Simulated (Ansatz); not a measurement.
**Ta: which structure wins, scalar-relativistic, part 1 of 2**

Aim: relax Ta in several structures (fcc, bcc, hcp) and rank them by energy, scalar-relativistic. Methods of the runs shown: PAW and LAPW.

Program: Ansatz 0.2.0. Level of theory: DFT PBE, with the methods named in each step. These are calculated values, not measurements.

## 1. The starting structure

It takes space group Fm-3m (No. 225, cubic). The conventional cell has a = 4.185 Å, b = 4.185 Å, c = 4.185 Å, α = 90.00°, β = 90.00°, γ = 90.00°. Ta (site symmetry m-3m) is surrounded by 12 Ta at 2.96 Å.

Coordinates:

```
CELL_PARAMETERS angstrom
0.00000 2.09238 2.09238
2.09238 0.00000 2.09238
2.09238 2.09238 0.00000
ATOMIC_POSITIONS crystal
Ta 0.00000 0.00000 0.00000
```

## 2. Fcc relaxed, PAW

input.yaml

```yaml
crystal:
  lattice:
    - [0.0, 2.0923759827, 2.0923759827]
    - [2.0923759827, 0.0, 2.0923759827]
    - [2.0923759827, 2.0923759827, 0.0]
  atoms:
    - { symbol: Ta, position: [0.0, 0.0, 0.0] }
kpoints:
  mp_grid: { grid: [17, 17, 17] }
scf:
  occupations: { method: fermi_dirac, width: 0.05 }
hamiltonian:
  xc: pbe
  pseudopotentials: { kind: paw }
output:
  forces: true
  stress: true
relax:
  f_tol: 0.005
  max_steps: 40
  cell: {}
```

Command:

```sh
$ ansatz run input.yaml --threads 1 --pin off --max-ram 3072MiB --backend cpu --events-out ev --progress --plain --runs-dir out
```

What it wrote:

```text
Engine: ansatz 0.2.0
Pseudopotentials: kind: paw
Pseudopotential: Ta, paw, valence charge 13, recommended cutoff 420 eV (normal)
Functional definition: PBE
  parameter kappa = 0.804
  parameter beta = 0.06672455060314922
  exchange = pbe_x(kappa = kappa, mu = beta*pi^2/3)
  correlation = pbe_c(beta = beta)
Crystal: 1 atoms, lattice volume = 18.321 Å³
Basis set: ecut = 420 eV, 339 PW (Γ), exchange–correlation on 40×40×40 points (8 copies of the dense FFT grid, shifted against one another)
Bands: 11, of which v1, the nominal top of the filled ones, is band 7 counted from 1 (6 counted from 0)
Symmetry: 48 space group operations
Space group: Fm-3m (ITA 225), of the structure as read, at distance tolerance 2.6e-5 Å
k-points: 165 of 4913
Non-local potential: Ta, projectors of the file, l = 0: 3, l = 1: 2, l = 2: 2, l = 3: 1
PAW form: soft (Blöchl's): semilocal exchange-correlation on the pseudo side does not see the compensation charge
PAW one-centre angular grid: Ta, 590 points (default); XC on 64 Gauss nodes
Initial density: superposition of atomic densities (neutral atoms: chi_scale 0, normalization atom), corrected by the library's trained network
Initial wavefunctions: pseudopotential atomic-orbital guess
Functional: x = pbe(κ = 0.804, μ = 0.2195149727645171), c = pbe(β = 0.06672455060314922)
SCF iter   1: F=—  HF=-9932.008374 eV  |F-HF|=—  |Δ(HF+E_count)|=         —  Δρ=2.75e-3  dr2=5.17e-4  ethr=1.77e-3  ⟨swp⟩=5.9  Hψ=10494  notcnv=0
preconditioner: auto → none  [metal: Δε(μ)=0.034 eV  Ē_g=8.029 eV  σ=0.050 eV  W_gap=0.17  n_scr=0 (ndim 8)  ℏωp=19.4 eV  f_vac=0.000  D(μ)=1.11/eV (n_scr^D=14)]
SCF iter   2: F=—  HF=-9932.008547 eV  |F-HF|=—  |Δ(HF+E_count)|=   1.73e-4  Δρ=1.50e-3  dr2=1.47e-4  ethr=3.98e-6  ⟨swp⟩=2.5  Hψ=4018  notcnv=0
SCF iter   3: F=—  HF=-9932.008666 eV  |F-HF|=—  |Δ(HF+E_count)|=   1.20e-4  Δρ=2.43e-4  dr2=3.73e-6  ethr=1.13e-6  ⟨swp⟩=2.1  Hψ=2410  notcnv=0
SCF iter   4: F=—  HF=-9932.008663 eV  |F-HF|=—  |Δ(HF+E_count)|=   3.79e-6  Δρ=8.44e-5  dr2=3.76e-7  ethr=2.87e-8  ⟨swp⟩=2.3  Hψ=2789  notcnv=0
iter 5 did not close the SCF: its close was put off for the readings that it lacked (scf_convergence_deferred on its scf_iter line)
SCF iter   5: F=-9932.008662 eV  HF=-9932.008662 eV  |F-HF|=1.08e-8  |Δ(HF+E_count)|=   1.30e-7  Δρ=1.81e-5  dr2=2.07e-8  ethr=2.89e-9  ⟨swp⟩=1.1  Hψ=1935  notcnv=0
SCF iter   6: F=-9932.008662 eV  HF=-9932.008662 eV  |F-HF|=4.86e-10  |Δ(HF+E_count)|=   5.27e-9  Δρ=4.04e-6  dr2=9.35e-10  ethr=1.59e-10  ⟨swp⟩=2.0  Hψ=5794  notcnv=0
SCF 1 converged in 6 iterations: F = -9932.008662 eV  dr2 = 9.35e-10
relax step   1: F+E_penalty+E_count = -9932.00866247 eV  Δ(F+E_penalty+E_count) = +0.000e0 eV  max|allowed force component| = 0.000e0 eV/Å  Δτ_max = 0.0000 Å  P = +5.452 GPa  Ω = 18.321 Å³  (6 SCF iters, dr2 threshold 1.00e-7 eV, accepted)
Crystal: 1 atoms, lattice volume = 20.313 Å³
Basis set: ecut = 420 eV, 411 PW (Γ), exchange–correlation on 40×40×40 points (8 copies of the dense FFT grid, shifted against one another)
Initial density: handed on by an earlier stage of this run
Initial wavefunctions: those handed on with the density
iter 1 solved again at ethr=1.41e-5 eV; its pass at ethr=3.10e-3 eV (dr2=1.84e-3 eV) is discarded
SCF iter   1: F=—  HF=-9931.953487 eV  |F-HF|=—  |Δ(HF+E_count)|=         —  Δρ=3.29e-3  dr2=1.50e-3  ethr=1.41e-5  ⟨swp⟩=1.6  Hψ=14131  notcnv=0
preconditioner: auto → none  [metal: Δε(μ)=0.010 eV  Ē_g=7.239 eV  σ=0.050 eV  W_gap=0.05  n_scr=8 (ndim 8)  ℏωp=18.4 eV  f_vac=0.000  D(μ)=1.28/eV (n_scr^D=14)]
SCF iter   2: F=—  HF=-9931.953473 eV  |F-HF|=—  |Δ(HF+E_count)|=   1.34e-5  Δρ=1.31e-3  dr2=1.30e-4  ethr=1.15e-5  ⟨swp⟩=2.6  Hψ=2517  notcnv=0
SCF iter   3: F=—  HF=-9931.953617 eV  |F-HF|=—  |Δ(HF+E_count)|=   1.44e-4  Δρ=3.63e-4  dr2=9.22e-6  ethr=9.97e-7  ⟨swp⟩=1.6  Hψ=2059  notcnv=0
SCF iter   4: F=—  HF=-9931.953628 eV  |F-HF|=—  |Δ(HF+E_count)|=   1.11e-5  Δρ=1.24e-5  dr2=3.43e-8  ethr=7.69e-10  ⟨swp⟩=3.3  Hψ=6899  notcnv=0
SCF iter   5: F=-9931.953628 eV  HF=-9931.953628 eV  |F-HF|=1.18e-10  |Δ(HF+E_count)|=   9.03e-9  Δρ=1.64e-6  dr2=2.23e-10  ethr=2.64e-10  ⟨swp⟩=2.0  Hψ=6107  notcnv=0
SCF 2 converged in 5 iterations: F = -9931.953628 eV  dr2 = 2.23e-10
relax step   2: F+E_penalty+E_count = -9931.95362827 eV  Δ(F+E_penalty+E_count) = +5.503e-2 eV  max|allowed force component| = 0.000e0 eV/Å  Δτ_max = 0.0000 Å  P = -12.652 GPa  Ω = 20.313 Å³  energy of the carried Pulay correction = -7.286e-4 eV  (5 SCF iters, dr2 threshold 1.00e-7 eV, rejected (line search))
Crystal: 1 atoms, lattice volume = 18.879 Å³
iter 1 solved again at ethr=4.80e-6 eV; its pass at ethr=3.10e-3 eV (dr2=6.24e-4 eV) is discarded
SCF iter   1: F=—  HF=-9932.016588 eV  |F-HF|=—  |Δ(HF+E_count)|=         —  Δρ=2.30e-3  dr2=6.16e-4  ethr=4.80e-6  ⟨swp⟩=1.6  Hψ=13950  notcnv=0
preconditioner: auto → none  [metal: Δε(μ)=0.008 eV  Ē_g=7.784 eV  σ=0.050 eV  W_gap=0.04  n_scr=0 (ndim 8)  ℏωp=19.1 eV  f_vac=0.000  D(μ)=1.17/eV (n_scr^D=14)]
SCF iter   2: F=—  HF=-9932.016612 eV  |F-HF|=—  |Δ(HF+E_count)|=   2.45e-5  Δρ=9.39e-4  dr2=6.05e-5  ethr=4.74e-6  ⟨swp⟩=2.6  Hψ=2518  notcnv=0
SCF iter   3: F=—  HF=-9932.016678 eV  |F-HF|=—  |Δ(HF+E_count)|=   6.61e-5  Δρ=2.27e-4  dr2=3.18e-6  ethr=4.65e-7  ⟨swp⟩=1.8  Hψ=2064  notcnv=0
SCF iter   4: F=—  HF=-9932.016684 eV  |F-HF|=—  |Δ(HF+E_count)|=   5.77e-6  Δρ=7.42e-6  dr2=9.29e-9  ethr=2.45e-8  ⟨swp⟩=2.3  Hψ=2376  notcnv=0
SCF iter   5: F=—  HF=-9932.016683 eV  |F-HF|=—  |Δ(HF+E_count)|=   1.49e-6  Δρ=1.15e-6  dr2=6.12e-11  ethr=7.15e-11  ⟨swp⟩=2.0  Hψ=2792  notcnv=0
SCF iter   6: F=-9932.016683 eV  HF=-9932.016683 eV  |F-HF|=3.64e-12  |Δ(HF+E_count)|=  4.73e-11  Δρ=1.10e-7  dr2=7.38e-13  ethr=1.00e-12  ⟨swp⟩=5.6  Hψ=6355  notcnv=0
SCF 3 converged in 6 iterations: F = -9932.016683 eV  dr2 = 7.38e-13
relax step   3: F+E_penalty+E_count = -9932.01668274 eV  Δ(F+E_penalty+E_count) = -8.020e-3 eV  max|allowed force component| = 0.000e0 eV/Å  Δτ_max = 0.0000 Å  P = -0.577 GPa  Ω = 18.879 Å³  energy of the carried Pulay correction = -2.117e-4 eV  (6 SCF iters, accepted)
Crystal: 1 atoms, lattice volume = 18.824 Å³
iter 1 solved again at ethr=1.59e-8 eV; its pass at ethr=3.10e-3 eV (dr2=2.06e-6 eV) is discarded
SCF iter   1: F=—  HF=-9932.016808 eV  |F-HF|=—  |Δ(HF+E_count)|=         —  Δρ=9.25e-5  dr2=1.06e-6  ethr=1.59e-8  ⟨swp⟩=2.5  Hψ=12587  notcnv=0
preconditioner: auto → none  [metal: Δε(μ)=0.010 eV  Ē_g=7.814 eV  σ=0.050 eV  W_gap=0.05  n_scr=0 (ndim 8)  ℏωp=19.1 eV  f_vac=0.000  D(μ)=1.16/eV (n_scr^D=14)]
SCF iter   2: F=—  HF=-9932.016806 eV  |F-HF|=—  |Δ(HF+E_count)|=   2.61e-6  Δρ=3.75e-5  dr2=1.00e-7  ethr=7.69e-10  ⟨swp⟩=3.0  Hψ=6753  notcnv=0
SCF iter   3: F=-9932.016806 eV  HF=-9932.016806 eV  |F-HF|=7.87e-9  |Δ(HF+E_count)|=   1.19e-7  Δρ=8.61e-6  dr2=4.43e-9  ethr=7.69e-10  ⟨swp⟩=4.0  Hψ=5009  notcnv=0
SCF 4 converged in 3 iterations: F = -9932.016806 eV  dr2 = 4.43e-9
relax step   4: F+E_penalty+E_count = -9932.01680589 eV  Δ(F+E_penalty+E_count) = -1.232e-4 eV  max|allowed force component| = 0.000e0 eV/Å  Δτ_max = 0.0000 Å  P = -0.021 GPa  Ω = 18.824 Å³  energy of the carried Pulay correction = -1.912e-4 eV  (3 SCF iters, dr2 threshold 1.00e-7 eV, accepted)
Initial wavefunctions: pseudopotential atomic-orbital guess (no wavefunctions were taken with the density)
iter 1 solved again at ethr=7.56e-8 eV; its pass at ethr=3.10e-3 eV (dr2=9.83e-6 eV) is discarded
SCF iter   1: F=—  HF=-9932.017006 eV  |F-HF|=—  |Δ(HF+E_count)|=         —  Δρ=2.40e-4  dr2=2.93e-7  ethr=7.56e-8  ⟨swp⟩=3.1  Hψ=15207  notcnv=0
preconditioner: auto → none  [metal: Δε(μ)=0.010 eV  Ē_g=7.815 eV  σ=0.050 eV  W_gap=0.05  n_scr=0 (ndim 8)  ℏωp=19.1 eV  f_vac=0.000  D(μ)=1.16/eV (n_scr^D=14)]
SCF iter   2: F=—  HF=-9932.017017 eV  |F-HF|=—  |Δ(HF+E_count)|=   1.11e-5  Δρ=1.20e-4  dr2=7.19e-8  ethr=2.25e-9  ⟨swp⟩=1.1  Hψ=1904  notcnv=0
SCF iter   3: F=—  HF=-9932.017022 eV  |F-HF|=—  |Δ(HF+E_count)|=   4.52e-6  Δρ=1.33e-6  dr2=1.40e-10  ethr=5.53e-10  ⟨swp⟩=1.0  Hψ=1816  notcnv=0
SCF iter   4: F=-9932.017022 eV  HF=-9932.017022 eV  |F-HF|=1.82e-12  |Δ(HF+E_count)|=  9.64e-11  Δρ=2.33e-7  dr2=7.91e-12  ethr=1.00e-12  ⟨swp⟩=6.0  Hψ=7088  notcnv=0
SCF 5 converged in 4 iterations: F = -9932.017022 eV  dr2 = 7.91e-12
relax step   5: F+E_penalty+E_count = -9932.01702171 eV  Δ(F+E_penalty+E_count) = -2.158e-4 eV  max|allowed force component| = 0.000e0 eV/Å  Δτ_max = 0.0000 Å  P = -0.007 GPa  Ω = 18.824 Å³  stress off target by 7.25e-3 GPa  SCF on the basis re-selected at this cell (its energy is not comparable with the rows above)  (4 SCF iters)
basis re-selected at this cell: Δ(F+E_penalty+E_count) = -2.158e-4 eV, ΔP = +0.014 GPa vs the last step (what re-selecting the basis moved, of the pressure what is left beyond the Pulay correction that the steps carried, after the strain that the cell walked since its last selection, with what the two solves' SCF thresholds leave and, on support functions, any second-order correction that the steps lacked; it is no measure of the basis error at this ecutwfc). This SCF's stress stands 7.25e-3 GPa from its target on what of the cell is left free (relax.cell.stress_tol is 5.00e-2 GPa) and its largest allowed force component is 0.00e0 eV/Å (relax.f_tol is 5.00e-3 eV/Å): within both
SCF converged after 4 iterations
Free energy (F): -9932.017022 eV
Harris-Foulkes:  -9932.017022 eV  (|F-HF|=1.82e-12)
Internal energy: -9932.007403 eV  (E = F + TS)
E sigma→0 (E₀):  -9932.012212 eV
Entropy (-TS):   -0.009619 eV (-9.619 meV/atom)
Fermi energy:    18.099542 eV
--- Per-component energies (eV) ---
  E_band       = -115.606668
  E_kinetic    = 364.747652
  E_local      = -572.336348  (includes V_loc(G=0)·N_el)
  E_nonlocal   = 14.159935
  E_hartree    = 196.908872
  E_xc         = -218.040326
  E_vxc        = -203.472617  (∫ρ·V_xc dr)
  E_paw        = -8396.314433  (= ΣΔE_a)
  E_vpaw       = -112.523278  (= ΣTr[D̂ρ^β])
  E_aug_tail   = 0.000169  (compensation charges beyond the density's cutoff)
  E_ewald      = -1321.132923
  E_smearing   = -0.009619  (= −TS)
  E_closure    = -0.000000  (closes the sum)
  Σ components = -9932.017022   (vs F -9932.017022, Δ=0.00e0)
--- Forces (eV/Å), atoms counted from 1 ---
  atom   1  Ta     0.00000000     0.00000000     0.00000000
  max |Σ_I F_I| component: 5.14e-32 eV/Å
--- Stress (GPa, compression-positive) ---
       -0.007254      -0.000000      -0.000000
       -0.000000      -0.007254       0.000000
       -0.000000       0.000000      -0.007254
  P = ⅓ Tr σ = -0.0073 GPa (-0.073 kbar)
--- Relaxed structure (4 steps of the walk, 3 accepted, 1 SCFs on fresh bases) ---
  F+E_penalty+E_count = -9932.01702171 eV   max|allowed force component| = 0.000e0 eV/Å   (the final SCF, on the basis selected at the relaxed cell)
  cell:  # Å, volume = 18.8237 Å³
    - [0.0, 2.1113404737413584, 2.1113404737413584]
    - [2.1113404737413584, -1.464919459457482e-34, 2.1113404737413584]
    - [2.1113404737413584, 2.1113404737413584, -1.910764512335845e-35]
  atoms:
    - { symbol: Ta, position: [0.0, 0.0, 0.0] }
```

It took 7.2 s on 1 thread of Arm Neoverse V2, shared host; peak memory 0.3 GiB.

Step by step:

| step | energy from step 1 (eV/cell) | largest force component (eV/Å) | pressure (GPa) | volume (Å³) |
| --- | --- | --- | --- | --- |
| 1 | 0.0000 | 0.0000 | 5.45 | 18.32 |
| 2x | 0.0550 | 0.0000 | -12.65 | 20.31 |
| 3 | -0.0080 | 0.0000 | -0.58 | 18.88 |
| 4 | -0.0081 | 0.0000 | -0.02 | 18.82 |
| 5 | -0.0084 | 0.0000 | -0.01 | 18.82 |

Step 1 is the start. Step 5 repeats the geometry before on a plane-wave basis chosen anew for that cell, so the energy can jump there without any move; the table keeps such jumps. 1 step was tried and not accepted (marked x).

| input's cell | before | after | change |
| --- | --- | --- | --- |
| a (Å) | 2.959 | 2.986 | +0.9 % |
| b (Å) | 2.959 | 2.986 | +0.9 % |
| c (Å) | 2.959 | 2.986 | +0.9 % |
| volume (Å³/atom) | 18.32 | 18.82 | +2.7 % |

## 3. Fcc relaxed, LAPW

input.yaml

```yaml
crystal:
  lattice:
    - [0.0, 2.1113404737, 2.1113404737]
    - [2.1113404737, 0.0, 2.1113404737]
    - [2.1113404737, 2.1113404737, 0.0]
  atoms:
    - { symbol: Ta, position: [0.0, 0.0, 0.0] }
kpoints:
  mp_grid: { grid: [17, 17, 17] }
scf:
  occupations: { method: fermi_dirac, width: 0.05 }
hamiltonian:
  xc: pbe
  pseudopotentials: { kind: all_electron, lapw: { basis_error: 0.0005 } }
output:
  forces: true
  stress: true
  eigenvalues: true
  populations: true
relax:
  f_tol: 0.005
  max_steps: 25
  cell: {}
```

Command:

```sh
$ ansatz run input.yaml --threads 1 --pin off --max-ram 3072MiB --backend cpu --events-out ev --progress --plain --runs-dir out
```

What it wrote, cut to the lines that bear on the results:

```text
[...]
Ta: projections on atomic orbitals take those of the free atom 1s2 2s2 2p6 3s2 3p6 3d10 4s2 4p6 4d10 4f14 5s2 5p6 5d3 6s2, of charge +0.00 (hamiltonian.pseudopotentials.projection_atoms)
LAPW: plane waves up to 8.476 Å⁻¹, error target 5.0e-4 eV per atom; small_component_spin mean_spin; Ta in spheres of 1.448 Å, 43 of its electrons in bands, Dirac shells []
[...]
Pseudopotentials: kind: all_electron
Pseudopotential: Ta, LAPW, valence charge 43, Koelling and Harmon's equation, gaussian nucleus
[... 1 set-up line as earlier in the session ...]
[...]
Crystal: 1 atoms, lattice volume = 18.824 Å³
Basis set: ecut = 273.730262581943 eV, 181 PW (Γ), exchange–correlation at level 2
Bands: 26, of which v1, the nominal top of the filled ones, is band 22 counted from 1 (21 counted from 0)
[... 1 set-up line as earlier in the session ...]
Space group: Fm-3m (ITA 225), of the structure as read, at distance tolerance 2.7e-5 Å
[...]
Fermi energy:    23.997151 eV
[...]
--- Forces (eV/Å), atoms counted from 1 ---
  atom   1  Ta    -0.00000000     0.00000000    -0.00000000
[...]
--- Stress (GPa, compression-positive) ---
        0.011101       0.000000       0.000000
        0.000000       0.011101       0.000000
        0.000000       0.000000       0.011101
  P = ⅓ Tr σ = 0.0111 GPa (0.111 kbar)
--- Band table (eV; the first three rows and the last of 165) ---
[... band rows left out ...]
[...]
--- Relaxed structure (1 steps of the walk, 1 accepted, 1 SCFs on fresh bases) ---
  F+E_penalty+E_count = -424568.87107854 eV   max|allowed force component| = 0.000e0 eV/Å   (the final SCF, on the basis selected at the relaxed cell)
  cell:  # Å, volume = 18.8237 Å³
    - [0.0, 2.1113404737, 2.1113404737]
    - [2.1113404737, 0.0, 2.1113404737]
    - [2.1113404737, 2.1113404737, 0.0]
  atoms:
    - { symbol: Ta, position: [0.0, 0.0, 0.0] }
--- Löwdin populations: 1 site ---
  site symbol       q [e]
     0     Ta     72.8975
  spilling = 0.001404 (of n_electrons = 73.000000)
```

It took 34 s on 1 thread of Arm Neoverse V2, shared host; peak memory 0.43 GiB.

The steps of the relaxation:

| step | energy from step 1 (eV/cell) | largest force component (eV/Å) | pressure (GPa) | volume (Å³) |
| --- | --- | --- | --- | --- |
| 1 | 0.0000 | 0.0000 | 0.01 | 18.82 |
| 2 | 0.0000 | 0.0000 | 0.01 | 18.82 |

Step 1 is the start. Step 2 repeats the geometry before on a plane-wave basis chosen anew for that cell, so the energy can jump there without any move; the table keeps such jumps.

| input's cell | before | after | change |
| --- | --- | --- | --- |
| a (Å) | 2.986 | 2.986 | -0.0 % |
| b (Å) | 2.986 | 2.986 | -0.0 % |
| c (Å) | 2.986 | 2.986 | -0.0 % |
| volume (Å³/atom) | 18.82 | 18.82 | -0.0 % |

Result: pressure 0.01 GPa; no gap.

(Continued in part 2 of 2.)
